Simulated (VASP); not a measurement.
Set up this calculation in VASP 6.6.1, as the native input.

| Item | Value |
| --- | --- |
| Task | relaxation of cell and atoms |
| Functional | PBE |
| Dispersion | TS |
| Potentials or basis | VASP PAW PBE potentials, release 64 (In_d, Pd) |
| Cutoff | 600 eV |
| k mesh | 8 × 8 × 8 |
| Occupations | fermi-dirac, width 0.05 eV |
| Spin | no spin polarisation |
| Further INCAR settings | ALGO = Fast; EDIFF = 1e-06; IBRION = 2; EDIFFG = -0.02; NSW = 60; ISIF = 3 |

The structure of InPd lies in POSCAR:

```
InPd
1.0
    3.2718847800      0.0000000000      0.0000000000
    0.0000000000      3.2718847800      0.0000000000
    0.0000000000      0.0000000000      3.2718847800
In Pd
1 1
Direct
    0.0000000000      0.0000000000      0.0000000000
    0.5000000000      0.5000000000      0.5000000000
```

The cell comes from a database or a generator and needn't be the stable form of this composition.

The input as run:

INCAR

```
SYSTEM = InPd
PREC     = Accurate       ! precision mode
ENCUT    = 600            ! plane-wave cutoff, eV
EDIFF    = 1E-6           ! SCF threshold, eV
ISMEAR   = -1             ! smearing method
SIGMA    = 0.05           ! smearing width, eV
LREAL    = .FALSE.        ! projectors in reciprocal space
LASPH    = .TRUE.         ! aspherical terms in the spheres
NELM     = 100            ! most SCF steps
ALGO     = Fast           ! electronic algorithm
ISIF     = 3              ! what is computed and relaxed
LWAVE    = .FALSE.        ! write WAVECAR
LCHARG   = .FALSE.        ! write CHGCAR
GGA      = PE             ! functional
IVDW     = 2              ! dispersion correction
IBRION   = 2              ! ionic algorithm
NSW      = 60             ! ionic steps
EDIFFG   = -0.02          ! ionic threshold
```

KPOINTS

```
Automatic mesh
0
G
  8 8 8
  0 0 0
```

Potentials or basis: VASP PAW PBE potentials, release 64 (In_d, Pd).

Command:

```bash
$ cat potpaw_PBE.64/In_d/POTCAR potpaw_PBE.64/Pd/POTCAR > POTCAR
$ mpirun -np 1 vasp_std > vasp.out
```

It gave:

| Property | Result |
| --- | --- |
| Relaxed volume | 17.29 Å³/atom |
| Relaxed cell | a = 3.258 Å, b = 3.258 Å, c = 3.258 Å, α = 90.00°, β = 90.00°, γ = 90.00° |
| Space group after relaxing (to 0.05 Å) | Pm-3m (No. 221) |
| Energy gained by relaxing | 1.2 meV/atom |
| Ionic steps | 3 |
| Pressure after relaxing | -0.2 GPa |
| Band gap on the k mesh | none (metal or under the smearing width) |
| Hirshfeld charges | In +0.08; Pd -0.08 e |
| Dispersion energy per atom | -0.419 eV |

Caveat: atom-pairwise D2, TS and ULG terms overbind metals; pairwise dispersion overbinds metals, which lowers pressure and volume.

Wall time 34 s on 1 thread of Intel(R) Xeon(R) 6975P-C (Granite Rapids), with other jobs on the host, peak memory 0.17 GiB.
